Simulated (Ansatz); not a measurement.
# Squeezing Sc (omega type)

```
Sc
1.0
     5.12274    0.00000    0.00000
    -2.56137    4.43643    0.00000
     0.00000    0.00000    3.23227
Sc
3
Direct
  0.00000 0.00000 0.00000
  0.33333 0.66667 0.50000
  0.66667 0.33333 0.50000
```

The cell comes from a relaxation on PAW files under the same functional, begun from a prototype that needn't be the stable phase.

Its volume is scaled, and at each volume shape and atoms are relaxed on PAW files; all methods then take that cell.

Computed with Ansatz 0.2.0; functional PBE, scalar-relativistic. Settings: a Γ-centred 8×8×11 k mesh, Fermi–Dirac smearing of 0.05 eV, no spin polarisation. Methods: LAPW: all electrons, basis error target 1 meV/atom; PAW: frozen-core files, cutoff 420 eV; crystal datasets: all electrons, by PAW datasets that the program makes for each cell; norm-conserving: pseudopotentials, cutoff 1061 eV; PAW (cutoff 250 eV): frozen-core files, cutoff 250 eV.

Energies are extrapolated to zero smearing and count from the unscaled cell; pressure is positive in compression; gaps take the mesh and a band path. No temperature or zero-point motion is included.

```
V/V0  V (Å³/atom)  P LAPW (GPa)  ΔE LAPW (eV/atom)  P PAW − LAPW (GPa)  ΔE PAW − LAPW (meV/atom)  space group  shortest distance (Å)
1.00        24.49         -0.01              0.000                0.00                       0.0       P6/mmm                  2.958
0.92        22.53          5.07              0.029                0.00                       0.0       P6/mmm                  2.877
0.84        20.57         12.27              0.132                0.00                       0.0       P6/mmm                  2.792
0.76        18.61          22.2                  ?                0.01                       0.1       P6/mmm                  2.714
0.45        11.02         128.8              3.276                0.10                       2.6       P6/mmm                  2.285
```

(1) Fill in "ΔE LAPW (eV/atom)" for the row "0.76".

(2) Fit the Vinet equation to the LAPW pressures over the whole range, with residuals weighted by 1/(|P| + 0.03·Pmax).

(3) At the smallest volume, how far do crystal datasets and norm-conserving and PAW (cutoff 250 eV) lie from LAPW in pressure?

(4) How do the Löwdin populations by LAPW change from the unscaled cell to the last row?

Answers

(1) 0.340.

(2) V0 = 24.48 Å³/atom, B0 = 54.7 GPa and B0′ = 2.95, and the fit misses no point by more than 0.13 GPa. A fit over so wide a range pins B0 less well than one near rest.

(3) crystal datasets: 0.00 GPa; norm-conserving: -0.53 GPa; PAW (cutoff 250 eV): +2.16 GPa, on a LAPW pressure of 128.8 GPa.

(4) Sc 3s 1.97 → 1.87, Sc 4s 0.95 → 0.49, Sc 3p 5.99 → 5.87, Sc 3d 1.96 → 2.74 electrons an atom. These are projections on the shells that the free atoms fill; 0.40 e a cell lies outside them at the start and 0.09 e at the end.
